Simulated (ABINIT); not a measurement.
# Bi (R-3m) in ABINIT: reference runs, part 2 of 2

ABINIT 10.8.3 (patched build). The steps go on from the part before.

## Step 3: Single point, PBEsol

Contents of run.abi:

```
# Pseudopotentials
pp_dirpath "./"
pseudos "Bi.upf"

# Structure
acell 8.9364771473 8.9364771473 8.9364771473
rprim
     0.4794902865     0.2768338460     0.8327377059
    -0.4794902865     0.2768338460     0.8327377059
     0.0000000000    -0.5536676920     0.8327377059
ntypat 1
znucl 83
natom 2
typat 1 1
xred
     0.7660000000     0.7660000000     0.7660000000
     0.2340000000     0.2340000000     0.2340000000

# Plane-wave basis
ecut 33.0

# k points
kptopt 1
ngkpt 7 7 7
nshiftk 1
shiftk 0.0 0.0 0.0

# Exchange and correlation
ixc -116133

# Bands and occupations
nband 19
occopt 3
tsmear 0.00183747

# SCF cycle
nstep 100
tolvrs 1.0e-10

# Output
iomode 3
prtwf 0
prtden 0
prteig 0
prtebands 0
```

Potentials or basis: PseudoDojo NC SR PBEsol v0.4.1 standard.

On the command line:

```sh
abinit run.abi > log 2>&1
```

run.abo:

```text
.Version 10.8.3 of ABINIT
 Symmetries : space group R-3 m (#166); Bravais hR (rhombohedral)
================================================================================
 Values of the parameters that define the memory need of the present run
     intxc =       0    ionmov =       0      iscf =       7    lmnmax =       6
     lnmax =       6     mgfft =      48  mpssoang =       3    mqgrid =    3001
     natom =       2  nloc_mem =       1    nspden =       1   nspinor =       1
    nsppol =       1      nsym =      12    n1xccc =    2501    ntypat =       1
    occopt =       3   xclevel =       2
       mpw =        4302          nfft =      110592          nkpt =          44
================================================================================
================================================================================

--------------------------------------------------------------------------------
------------- Echo of variables that govern the present computation ------------
--------------------------------------------------------------------------------
 -outvars: echo values of preprocessed input variables --------
            acell      8.9364771473E+00  8.9364771473E+00  8.9364771473E+00 Bohr
              amu      2.08980370E+02
             ecut      3.30000000E+01 Hartree
              ixc     -116133
         kptrlatt        7    0    0      0    7    0      0    0    7
          kptrlen      5.99893558E+01
            natom           2
            nband          19
            ngfft          48      48      48
             nkpt          44
            nstep         100
             nsym          12
           ntypat           1
           occopt           3
           prtden           0
        prtebands           0
           prteig           0
            prtwf           0
            rprim      4.7949028650E-01  2.7683384600E-01  8.3273770590E-01
                      -4.7949028650E-01  2.7683384600E-01  8.3273770590E-01
                       0.0000000000E+00 -5.5366769200E-01  8.3273770590E-01
          spgroup         166
           tolvrs      1.00000000E-10
           tsmear      1.83747000E-03 Hartree
            typat      1  1
           xangst     -1.4016211921E-17 -3.3673539828E-17  9.0495239935E+00
[... 113 lines left out ...]
    1     -0.00000000000000    -0.00000000000000     9.04952399348870
    2      0.00000000000000    -0.00000000000000     2.76447599801091

 cartesian forces (hartree/bohr) at end:
    1     -0.00000000000000    -0.00000000000000    -0.00288898661504
    2      0.00000000000000     0.00000000000000     0.00288898661504
 frms,max,avg= 1.6679572E-03 2.8889866E-03   0.000E+00  0.000E+00  0.000E+00 h/b

 cartesian forces (eV/Angstrom) at end:
    1     -0.00000000000000    -0.00000000000000    -0.14855766475746
    2      0.00000000000000     0.00000000000000     0.14855766475746
 frms,max,avg= 8.5769808E-02 1.4855766E-01   0.000E+00  0.000E+00  0.000E+00 e/A
 length scales=  8.936477147300  8.936477147300  8.936477147300 bohr
              =  4.728980048898  4.728980048898  4.728980048898 angstroms
 Fermi (or HOMO) energy (hartree) =   0.17304   Average Vxc (hartree)=  -0.36782
 Eigenvalues (hartree) for nkpt=  44  k points:
 kpt#   1, nband= 19, wtk=  0.00292, kpt=  0.0000  0.0000  0.0000 (reduced coord)
  -0.66441   -0.66441   -0.65872   -0.65872   -0.65814   -0.65184   -0.65137   -0.65137
  -0.64680   -0.64680   -0.30571   -0.09751    0.12295    0.13264    0.13264    0.26960
   0.28707    0.28707    0.38447
      occupation numbers for kpt#   1
   2.00000    2.00000    2.00000    2.00000    2.00000    2.00000    2.00000    2.00000
   2.00000    2.00000    2.00000    2.00000    2.00000    2.00000    2.00000    0.00000
   0.00000    0.00000    0.00000
 prteigrs : prtvol=0 or 1, do not print more k-points.

--- !EnergyTerms
iteration_state     : {dtset: 1, }
comment             : Components of total free energy in Hartree
kinetic             :  7.81372983800443E+01
hartree             :  3.52965695751755E+01
xc                  : -4.29308278299243E+01
Ewald energy        : -1.02660380871823E+02
psp_core            :  5.43824652783700E+00
local_psp           : -1.06717467567376E+02
non_local_psp       : -3.04203352322507E+01
internal            : -1.63856897018316E+02
'-kT*entropy'       : -5.44424321675553E-05
total_energy        : -1.63856951460749E+02
total_energy_eV     : -4.45877479528739E+03
band_energy         : -1.33871258279852E+01
...

 Cartesian components of stress tensor (hartree/bohr^3)
  sigma(1 1)=  8.14111277E-06  sigma(3 2)=  0.00000000E+00
  sigma(2 2)=  8.14111149E-06  sigma(3 1)=  0.00000000E+00
  sigma(3 3)=  1.68458855E-05  sigma(2 1)=  0.00000000E+00

-Cartesian components of stress tensor (GPa)         [Pressure= -3.2489E-01 GPa]
- sigma(1 1)=  2.39519807E-01  sigma(3 2)=  0.00000000E+00
- sigma(2 2)=  2.39519769E-01  sigma(3 1)=  0.00000000E+00
- sigma(3 3)=  4.95623061E-01  sigma(2 1)=  0.00000000E+00

== END DATASET(S) ==============================================================
================================================================================

 -outvars: echo values of variables after computation  --------
            acell      8.9364771473E+00  8.9364771473E+00  8.9364771473E+00 Bohr
           etotal     -1.6385695146E+02
            fcart     -4.2096772209E-19 -1.1847352882E-19 -2.8889866150E-03
                       4.2096772209E-19  1.1847352882E-19  2.8889866150E-03
            rprim      4.7949028650E-01  2.7683384600E-01  8.3273770590E-01
                      -4.7949028650E-01  2.7683384600E-01  8.3273770590E-01
                       0.0000000000E+00 -5.5366769200E-01  8.3273770590E-01
           strten      8.1411127674E-06  8.1411114870E-06  1.6845885453E-05
                       0.0000000000E+00  0.0000000000E+00  0.0000000000E+00
           xangst     -1.4016211921E-17 -3.3673539828E-17  9.0495239935E+00
                       3.9127983970E-17 -4.9855415094E-17  2.7644759980E+00
             xred      7.6600000000E-01  7.6600000000E-01  7.6600000000E-01
                       2.3400000000E-01  2.3400000000E-01  2.3400000000E-01
 Calculation completed.
```

It took 2.3 min on 1 thread of AMD EPYC 7R43 (Zen 3), shared host; peak memory 0.14 GiB.

Results:

| Property | Result |
| --- | --- |
| Free energy | -4458.7748 eV |
| Pressure | -0.3 GPa |
| Largest force | 0.149 eV/Å |
| Band gap on the k mesh | 0.26 eV, indirect (least direct gap 0.52 eV) |
| Valence electrons inside the program's atomic spheres | Bi 10.72 (radii [1.0584] Å) |

Forces in eV/Å, atoms in the order of the input:
```
Bi   0.000  0.000 -0.149
Bi   0.000  0.000  0.149
```

Stress tensor (GPa, compression positive):
```
-0.24  0.00  0.00
 0.00 -0.24  0.00
 0.00  0.00 -0.50
```

Caveat: spin-orbit coupling is left out, which as a rule narrows the gap of such compounds by several tenths of an eV; an odd mesh through Γ misses points on the zone boundary, where band edges often lie.
